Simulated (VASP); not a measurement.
# Ti (Fm-3m) in VASP: further runs

Runs on Ti. Level: RPBE. Tasks: single point, relaxation of cell and atoms.

Everything below comes from runs of VASP 6.6.1. Logs are shortened: lines on timing, memory, paths and dates and some standing lists are left out, and cuts for length are marked.

## 1. The crystal as given

It takes space group Fm-3m (No. 225, cubic). Conventional cell: a = 4.157 Å, b = 4.157 Å, c = 4.157 Å, α = 90.00°, β = 90.00°, γ = 90.00°. Ti (site symmetry m-3m) is surrounded by 12 Ti at 2.94 Å.

This isn't the form of Ti at room conditions, which is hcp.

## 2. Single point, RPBE

INCAR reads:

```
SYSTEM = Ti
PREC     = Accurate       ! precision mode
ENCUT    = 520            ! plane-wave cutoff, eV
EDIFF    = 1E-7           ! SCF threshold, eV
ISMEAR   = -1             ! smearing method
SIGMA    = 0.1            ! smearing width, eV
LREAL    = .False.        ! projectors in reciprocal space
LASPH    = .True.         ! aspherical terms in the spheres
NELM     = 100            ! most SCF steps
ALGO     = Normal         ! electronic algorithm
ISIF     = 2              ! what is computed and relaxed
LWAVE    = .False.        ! write WAVECAR
LCHARG   = .False.        ! write CHGCAR
GGA      = RP             ! functional
NBANDS   = 12             ! bands
```

KPOINTS reads:

```
Automatic mesh
0
Gamma
  21 21 21
  0 0 0
```

POSCAR reads:

```
Ti
1.0
    0.0000000000      2.0786501971      2.0786501971
    2.0786501971      0.0000000000      2.0786501971
    2.0786501971      2.0786501971      0.0000000000
Ti
1
Direct
    0.0000000000      0.0000000000      0.0000000000
```

Potentials or basis: VASP PAW PBE potentials, release 64 (Ti_sv).

Launch:

```sh
> cat potpaw_PBE.64/Ti_sv/POTCAR > POTCAR
> mpirun -np 1 vasp_std > vasp.out
```

OUTCAR:

```text
SYSTEM = Ti
   PREC = Accurate
   ENCUT = 520
   EDIFF = 1E-7
   ISMEAR = -1
   LREAL = .False.
   LASPH = .True.
   NELM = 100
   ISIF = 2
   GGA = RP

 ion  position               nearest neighbor table
   1  0.000  0.000  0.000-

  LATTYP: Found a face centered cubic cell.
 ALAT       =     4.1573003942

  Lattice vectors:

 A1 = (   0.0000000000,   2.0786501971,   2.0786501971)
 A2 = (   2.0786501971,   0.0000000000,   2.0786501971)
 A3 = (   2.0786501971,   2.0786501971,   0.0000000000)

Analysis of symmetry for initial positions (statically):
=====================================================================
 Subroutine PRICEL returns:
 Original cell was already a primitive cell.

 Routine SETGRP: Setting up the symmetry group for a
 face centered cubic supercell.

 Subroutine GETGRP returns: Found 48 space group operations
 (whereof 48 operations were pure point group operations)
 out of a pool of 48 trial point group operations.

The static configuration has the point symmetry O_h .

Analysis of symmetry for dynamics (positions and initial velocities):
=====================================================================
 Subroutine PRICEL returns:
 Original cell was already a primitive cell.

 Routine SETGRP: Setting up the symmetry group for a
 face centered cubic supercell.

 Subroutine GETGRP returns: Found 48 space group operations
 (whereof 48 operations were pure point group operations)
 out of a pool of 48 trial point group operations.

The dynamic configuration has the point symmetry O_h .

 Subroutine INISYM returns: Found 48 space group operations
 (whereof 48 operations are pure point group operations),
 and found     1 'primitive' translations

----------------------------------------------------------------------------------------

                                     Primitive cell

  volume of cell :      17.9628

  direct lattice vectors                    reciprocal lattice vectors
     0.000000000  2.078650197  2.078650197    -0.240540713  0.240540713  0.240540713
     2.078650197  0.000000000  2.078650197     0.240540713 -0.240540713  0.240540713
     2.078650197  2.078650197  0.000000000     0.240540713  0.240540713 -0.240540713

  length of vectors
     2.939655300  2.939655300  2.939655300     0.416628736  0.416628736  0.416628736

  position of ions in fractional coordinates (direct lattice)
     0.000000000  0.000000000  0.000000000

  ion indices of the primitive-cell ions
   primitive index   ion index
                 1           1

----------------------------------------------------------------------------------------

 KPOINTS: Automatic mesh

Automatic generation of k-mesh.
 Grid dimensions read from file:
 generate k-points for:   21   21   21

 Generating k-lattice:

  Cartesian coordinates                     Fractional coordinates (reciprocal lattice)
    -0.011454320  0.011454320  0.011454320     0.047619048  0.000000000  0.000000000
     0.011454320 -0.011454320  0.011454320     0.000000000  0.047619048  0.000000000
     0.011454320  0.011454320 -0.011454320     0.000000000  0.000000000  0.047619048

  Length of vectors
     0.019839464  0.019839464  0.019839464

  Shift w.r.t. Gamma in fractional coordinates (k-lattice)
     0.000000000  0.000000000  0.000000000

 Subroutine IBZKPT returns following result:
 ===========================================

 Found    286 irreducible k-points:

 Following reciprocal coordinates:
            Coordinates               Weight
  0.000000  0.000000  0.000000      1.000000
  0.047619  0.000000  0.000000      8.000000
  0.095238  0.000000  0.000000      8.000000
  0.142857  0.000000  0.000000      8.000000
  0.190476  0.000000  0.000000      8.000000
  0.238095  0.000000  0.000000      8.000000
[... 16 lines left out ...]
 -0.428571  0.047619  0.000000     24.000000
 -0.380952  0.047619  0.000000     24.000000
 [... further k-points ...]
   k-points           NKPTS =    286   k-points in BZ     NKDIM =    286   number of bands    NBANDS=     12
   number of dos      NEDOS =    301   number of ions     NIONS =      1
   total plane-waves  NPLWV =  13824
   dimension x,y,z NGX =    24 NGY =   24 NGZ =   24
   dimension x,y,z NGXF=    48 NGYF=   48 NGZF=   48
   ions per type =               1
   NGX,Y,Z   is equivalent  to a cutoff of  13.57, 13.57, 13.57 a.u.
   NGXF,Y,Z  is equivalent  to a cutoff of  27.15, 27.15, 27.15 a.u.
 SYSTEM =  Ti
   PREC   = accura    normal or accurate (medium, high low for compatibility)
   ISTART =      0    job   : 0-new  1-cont  2-samecut
   ICHARG =      2    charge: 1-file 2-atom 10-const
   ISPIN  =      1    spin polarized calculation?
   LNONCOLLINEAR =      F non collinear calculations
   LSORBIT =      F    spin-orbit coupling
   LASPH  =      T    aspherical Exc in radial PAW
   ENCUT  =  520.0 eV  38.22 Ry    6.18 a.u.   5.47  5.47  5.47*2*pi/ulx,y,z
   NELM   =    100;   NELMIN=  2; NELMDL= -5     # of ELM steps
   EDIFF  = 0.1E-06   stopping-criterion for ELM
   LREAL  =      F    real-space projection
   EDIFFG = 0.1E-05   stopping-criterion for IOM
   NSW    =      0    number of steps for IOM
   IBRION =     -1    ionic relax: 0-MD 1-quasi-New 2-CG
   NFREE  =      0    steps in history (QN), initial steepest desc. (CG)
   ISIF   =      2    stress and relaxation
   ISYM   =      2    0-nonsym 1-usesym 2-fastsym
   POTIM  = 0.5000    time-step for ionic-motion
   TEBEG  =    0.0;   TEEND  =   0.0 temperature during run
   PSTRESS=    0.0 pullay stress
   NELECT =      12.0000    total number of electrons
   NUPDOWN=      -1.0000    fix difference up-down
   EMIN   =  10.00;   EMAX   =-10.00  energy-range for DOS
   EFERMI =   0.00;   METHOD = LEGACY
   ISMEAR =    -1;   SIGMA  =   0.10  broadening in eV -4-tet -1-fermi 0-gaus
   EFERMI_NEDOS =   21; number of points for ismear=-14 and -15
   IALGO  =     38    algorithm
   IMIX   =      4    mixing-type and parameters
     AMIX     =   0.40;   BMIX     =  1.00
     AMIX_MAG =   1.60;   BMIX_MAG =  1.00
  volume/ion in A,a.u.               =      17.96       121.22
  Fermi-wavevector in a.u.,A,eV,Ry     =   1.431124  2.704432 27.866296  2.048115
  Thomas-Fermi vector in A             =   2.550894
   LORBIT       =      0    0 simple, 1 ext, 2 COOP (PROOUT), +10 PAW based schemes
   GGA     = RP    functional components
   LHFCALC =     F    Hartree Fock is set to
   AEXX    =    0.0000 exact exchange contribution
   IVDW    =     0    specifies the selected vdW correction
   LEPSILON=     F    determine dielectric tensor
   LRPA    =     F    only Hartree local field effects (RPA)
 non-spin polarized calculation
  energy-cutoff  :      520.00
  volume of cell :       17.96
 maximum number of plane-waves:       531
 NGX is ok and might be reduce to    24
   NGX = 11   NGY = 11   NGZ = 11

 number of electron      11.9999997 magnetization

 Free energy of the ion-electron system (eV)
  ---------------------------------------------------
  ext. energy  EPLUGINS =         0.00000000
  ---------------------------------------------------
  free energy    TOTEN  =        -7.40878193 eV

  energy without entropy =       -7.35032272  energy(sigma->0) =       -7.37955233

 E-fermi :   7.9830     XC(G=0): -11.2332

 val. band max:        7.9816940707   @ k =  -0.2857   0.4762   0.1905
 cond. band min:       7.9840877362   @ k =  -0.4762   0.2857   0.1429
 fundamental gap:      0.0023936655
 Fermi energy:         7.9829643889

 k-point     1 :       0.0000    0.0000    0.0000
  band No.  band energies     occupation
      1     -48.9254      2.00000
      2     -24.7540      2.00000
      3     -24.7540      2.00000
      4     -24.7540      2.00000
      5       1.9484      2.00000
      6       8.8468      0.00035
      7       8.8468      0.00035
      8       8.8468      0.00035
      9      10.4135      0.00000
     10      10.4135      0.00000
     11      22.9929      0.00000
     12      27.3459      0.00000

 k-point     2 :       0.0476    0.0000    0.0000
  band No.  band energies     occupation
      1     -48.9231      2.00000
      2     -24.7676      2.00000
      3     -24.7557      2.00000
      4     -24.7557      2.00000
      5       2.0197      2.00000
      6       8.8028      0.00055
      7       8.8726      0.00027
      8       8.8726      0.00027
      9      10.3967      0.00000
     10      10.3967      0.00000
     11      23.0471      0.00000
     12      26.7005      0.00000

 k-point     3 :       0.0952    0.0000    0.0000
  band No.  band energies     occupation
      1     -48.9164      2.00000
      2     -24.8070      2.00000
      3     -24.7607      2.00000
      4     -24.7607      2.00000
      5       2.2305      2.00000
      6       8.6794      0.00189
      7       8.9426      0.00014
      8       8.9426      0.00014
      9      10.3554      0.00000
     10      10.3554      0.00000
     11      23.1534      0.00000
     12      25.4712      0.00000

 k-point     4 :       0.1429    0.0000    0.0000
  band No.  band energies     occupation
      1     -48.9058      2.00000
      2     -24.8685      2.00000
      3     -24.7685      2.00000
      4     -24.7685      2.00000
      5       2.5705      2.00000
      6       8.4998      0.01133
      7       9.0330      0.00006
      8       9.0330      0.00006
      9      10.3179      0.00000
     10      10.3179      0.00000
     11      23.0262      0.00000
     12      24.3806      0.00000

 k-point     5 :       0.1905    0.0000    0.0000
  band No.  band energies     occupation
      1     -48.8924      2.00000
      2     -24.9462      2.00000
      3     -24.7785      2.00000
      4     -24.7785      2.00000
      5       3.0212      2.00000
      6       8.2970      0.08298
      7       9.1013      0.00003
      8       9.1013      0.00003
      9      10.3309      0.00000
     10      10.3309      0.00000
     11      22.1173      0.00000
     12      23.9716      0.00000
[... 228 lines left out ...]
      1     -48.8213      2.00000
      2     -25.3328      2.00000
      3     -24.8367      2.00000
      4     -24.8338      2.00000
      5       5.4900      2.00000
      6       8.3025      0.07872
      7       8.7590      0.00085
      8       8.8081      0.00052
      9      11.4147      0.00000
     10      11.4540      0.00000
     11      15.9766      0.00000
     12      22.3236      0.00000

 k-point    22 :      -0.4762    0.0476    0.0000
  band No.  band energies     occupation
      1     -48.8197      2.00000
      2     -25.3411      2.00000
      3     -24.8403      2.00000
      4     -24.8326      2.00000
      5       5.5270      2.00000
      6       8.3546      0.04751
      7       8.7666      0.00079
      8       8.7899      0.00063
      9      11.3967      0.00000
     10      11.5472      0.00000
     11      15.8025      0.00000
     12      22.2740      0.00000

 k-point    23 :      -0.4286    0.0476    0.0000
  band No.  band energies     occupation
      1     -48.8228      2.00000
      2     -25.3244      2.00000
      3     -24.8403      2.00000
      4     -24.8280      2.00000
      5       5.4522      2.00000
      6       8.2663      0.11114
      7       8.7614      0.00083
      8       8.8106      0.00051
      9      11.2751      0.00000
     10      11.5141      0.00000
     11      16.1472      0.00000
     12      22.3603      0.00000

 k-point    24 :      -0.3810    0.0476    0.0000
  band No.  band energies     occupation
      1     -48.8303      2.00000
      2     -25.2841      2.00000
      3     -24.8367      2.00000
      4     -24.8205      2.00000
      5       5.2410      2.00000
      6       8.0816      0.54312
      7       8.7987      0.00057
      8       8.8684      0.00029
      9      11.0681      0.00000
     10      11.3744      0.00000
     11      16.9144      0.00000
     12      22.5727      0.00000

 [... further k-points ...]

------------------------ aborting loop because EDIFF is reached ----------------------------------------

  FORCE on cell =-STRESS in cart. coord.  units (eV):
  Direction    XX          YY          ZZ          XY          YZ          ZX
  --------------------------------------------------------------------------------------
  -------------------------------------------------------------------------------------
  Total       -0.0293739     -0.0293739     -0.0293739      0.0000000     -0.0000000     -0.0000000
  in kB       -2.6199842     -2.6199842     -2.6199842      0.0000000     -0.0000000     -0.0000000
  external PRESSURE =      -2.6199842 kB  Pullay stress =       0.0000000 kB

 VOLUME and BASIS-vectors are now :
 -----------------------------------------------------------------------------
  energy-cutoff  :      520.00
  volume of cell :       17.96
      direct lattice vectors                 reciprocal lattice vectors
     0.000000000  2.078650197  2.078650197    -0.240540713  0.240540713  0.240540713
     2.078650197  0.000000000  2.078650197     0.240540713 -0.240540713  0.240540713
     2.078650197  2.078650197  0.000000000     0.240540713  0.240540713 -0.240540713

 POSITION                                       TOTAL-FORCE (eV/Angst)
 -----------------------------------------------------------------------------------
      0.00000      0.00000      0.00000         0.000000      0.000000     -0.000000
 -----------------------------------------------------------------------------------
    total drift:                               -0.000000      0.000000     -0.000000

  FREE ENERGIE OF THE ION-ELECTRON SYSTEM (eV)
  ---------------------------------------------------
  free  energy   TOTEN  =        -7.4087819345 eV

  energy  without entropy=       -7.3503227226  energy(sigma->0) =       -7.37955233
```

It took 38 s on 1 thread of AMD EPYC 9R45 (Zen 5), shared host; peak memory 0.16 GiB.

What came out:

* Free energy: -7.4088 eV
* Pressure: -0.3 GPa
* Band gap on the k mesh: none (metal or under the smearing width)

Caveat: the PAW data sets were made with another functional, which shifts forces and pressure a little.

## 3. Single point, RPBE

INCAR reads:

```
PREC = Accurate ; ENCUT = 520
EDIFF = 1E-7 ; ISMEAR = -1
SIGMA = 0.1 ; LREAL = False
LASPH = True ; NELM = 100
ALGO = Fast ; ISIF = 2
LWAVE = False ; LCHARG = True
GGA = RP ; LELF = True
LVHAR = True ; NBANDS = 12
```

KPOINTS reads:

```
regular mesh
0
Gamma
  13 13 13
```

POSCAR is that of step 2.

Potentials or basis: VASP PAW PBE potentials, release 64 (Ti_sv).

Launch:

```sh
> cat potpaw_PBE.64/Ti_sv/POTCAR > POTCAR
> mpirun -np 1 vasp_std > vasp.out
```

Wall time 24 s (1 thread of AMD EPYC 9R45 (Zen 5), shared host); peak memory 0.11 GiB.

Results (log left out):

```
Free energy            : -7.4089 eV
Pressure               : -0.3 GPa
Band gap on the k mesh : none (metal or under the smearing width)
```

Levels at points of the mesh, in eV from the Fermi level:
| k point | band 3 | band 4 | band 5 | band 6 | band 7 | band 8 | band 9 | band 10 |
| --- | --- | --- | --- | --- | --- | --- | --- | --- |
| (0.00, 0.00, 0.00) | -32.74 | -32.74 | -6.03 | 0.86 | 0.86 | 0.86 | 2.43 | 2.43 |

Caveat: the PAW data sets were made with another functional, which shifts forces and pressure a little.

## 4. Relaxation of cell and atoms, RPBE

This run uses another cell than the first one, of 17.66 Å³/atom, 0.983 times its volume.

INCAR reads:

```
PREC = Accurate
ENCUT = 600
EDIFF = 1E-6
ISMEAR = -1
SIGMA = 0.1
LREAL = False
LASPH = True
NELM = 80
ALGO = Fast
ISIF = 3
LWAVE = False
LCHARG = False
GGA = RP
IBRION = 2
NSW = 80
EDIFFG = -0.01
```

KPOINTS reads:

```
Automatic mesh
0
Gamma
  13 13 13
```

POSCAR reads:

```
Ti
1.0
    0.0000000000      2.0668332624      2.0668332624
    2.0668332624      0.0000000000      2.0668332624
    2.0668332624      2.0668332624      0.0000000000
Ti
1
Direct
    0.0000000000      0.0000000000      0.0000000000
```

Launch:

```sh
> cat potpaw_PBE.64/Ti_sv/POTCAR > POTCAR
> mpirun -np 1 vasp_std > vasp.out
```

It took 1.7 min on 1 thread of AMD EPYC 9R45 (Zen 5), shared host; peak memory 0.13 GiB.

It converged, with:

* Free energy: -7.4087 eV
* Relaxed volume: 17.92 Å³/atom
* Relaxed cell: a = 2.937 Å, b = 2.937 Å, c = 2.937 Å, α = 60.00°, β = 60.00°, γ = 60.00°
* Space group after relaxing (to 0.05 Å): Fm-3m (No. 225)
* Energy gained by relaxing: 1.1 meV/atom
* Ionic steps: 9
* Pressure after relaxing: 0.0 GPa
* Band gap on the k mesh: none (metal or under the smearing width)

The path:
```
step  energy change (eV)  largest force (eV/Å)  pressure (GPa)  volume (Å³)
   1              0.0000                0.0000            1.44        17.66
   2             -0.0007                0.0000           -0.76        18.07
   3             -0.0011                0.0000           -0.30        17.91
   4             -0.0011                0.0000            0.19        17.87
   5             -0.0011                0.0000            0.22        17.88
   6             -0.0011                0.0000            0.13        17.90
   7             -0.0011                0.0000            0.17        17.90
   8             -0.0011                0.0000            0.12        17.91
   9             -0.0011                0.0000            0.00        17.92
```

Final structure:
```
Ti
1.0
     0.00000    2.07705    2.07705
     2.07705    0.00000    2.07705
     2.07705    2.07705    0.00000
Ti
1
Direct
  0.00000 0.00000 0.00000
```

Levels at points of the mesh, in eV from the Fermi level:
```tsv
k point	band 2	band 3	band 4	band 5	band 6	band 7	band 8	band 9	band 10
(0.00, 0.00, 0.00)	-32.73	-32.73	-32.73	-6.04	0.87	0.87	0.87	2.44	2.44
```

Caveat: the PAW data sets were made with another functional, which shifts forces and pressure a little.

## 5. Single point, RPBE

This run uses another cell than the first one, of 15.81 Å³/atom, 0.880 times its volume.

INCAR reads:

```
PREC = Accurate
ENCUT = 520
EDIFF = 1E-6
ISMEAR = -1
SIGMA = 0.1
LREAL = F
LASPH = T
NELM = 80
ALGO = Normal
ISIF = 2
LWAVE = F
LCHARG = F
GGA = RP
NBANDS = 12
```

KPOINTS reads:

```
Automatic mesh
0
Gamma
  15 15 15
```

POSCAR reads:

```
Ti
1.0
    0.0000000000      1.9919371661      1.9919371661
    1.9919371661      0.0000000000      1.9919371661
    1.9919371661      1.9919371661      0.0000000000
Ti
1
Direct
    0.0000000000      0.0000000000      0.0000000000
```

Launch:

```sh
> cat potpaw_PBE.64/Ti_sv/POTCAR > POTCAR
> mpirun -np 1 vasp_std > vasp.out
```

Run time: 14 s. Hardware: 1 thread of AMD EPYC 9R45 (Zen 5), shared host; peak memory 0.12 GiB.

Results (log left out):

| Quantity | Value |
| --- | --- |
| Free energy | -7.3149 eV |
| Pressure | 15.5 GPa |
| Band gap on the k mesh | none (metal or under the smearing width) |

Levels at points of the mesh, in eV from the Fermi level:
```tsv
k point	band 3	band 4	band 5	band 6	band 7	band 8	band 9	band 10
(0.00, 0.00, 0.00)	-32.36	-32.36	-6.34	0.94	0.94	0.94	2.80	2.80
```

Caveat: so large a pressure means that the cell lies far from this level's equilibrium, or that cutoff or potentials fall short; the potentials were made for another functional, which shifts forces and pressure.

## 6. Summary

| task | cell | k mesh | cutoff (eV) | gap on the mesh (eV) | pressure (GPa) |
| --- | --- | --- | --- | --- | --- |
| single point | Fm-3m, 17.96 Å³/atom | 21 × 21 × 21 | 520 | none | -0.3 |
| single point | Fm-3m, 17.96 Å³/atom | 13 × 13 × 13 | 520 | none | -0.3 |
| relaxation of cell and atoms | relaxed | 13 × 13 × 13 | 600 | none | 0.0 |
| single point | Fm-3m, 15.81 Å³/atom | 15 × 15 × 15 | 520 | none | 15.5 |

Alike in all rows: level RPBE; potentials or basis VASP PAW PBE potentials, release 64 (Ti_sv); no spin polarisation; smearing fermi-dirac 0.1 eV.

Every run on the cell as given and a fine mesh finds a metal.

Caveats: the PAW data sets were made with another functional, which shifts forces and pressure a little (some runs); so large a pressure means that the cell lies far from this level's equilibrium, or that cutoff or potentials fall short (some runs); the potentials were made for another functional, which shifts forces and pressure (some runs).

Total energies depend on the potentials used, so only differences within one code and one set of settings carry meaning.
